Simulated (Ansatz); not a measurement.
Relaxing thallium (fcc)

These are results of DFT, LDA (PW92), plane waves (420 eV) with PAW, scalar-relativistic (Ansatz 0.2.0), not measurements. The PAW files were generated under PBE, with cores re-solved for the functional.

k-point mesh 11×11×11, Fermi-Dirac smearing 0.1 eV, no spin polarisation. Cell and atoms relax.

Starting structure:

```
CELL_PARAMETERS angstrom
0.00000 2.41121 2.41121
2.41121 0.00000 2.41121
2.41121 2.41121 0.00000
ATOMIC_POSITIONS crystal
Tl 0.00000 0.00000 0.00000
```

Question: What cell does the relaxation end in?

Answer: Fm-3m with a = 4.769 Å; 27.12 Å³ per atom against 28.04 at the start (-3.3 %).

Question: How much energy does the relaxation gain?

Answer: 3.8 meV per atom.

Path of the relaxation (the plane waves are chosen anew near the end, which can shift the energy a little):

| step | E − E(final) (meV/atom) | V (Å³/atom) | P (GPa) | max force (eV/Å) |
| --- | --- | --- | --- | --- |
| 0 | 3.81 | 28.037 | -1.30 | 0.000 |
| 1 | -0.13 | 27.236 | -0.17 | 0.000 |
| 2 | -0.21 | 27.122 | 0.01 | 0.000 |
| 3 | 0.00 | 27.122 | 0.01 | 0.000 |
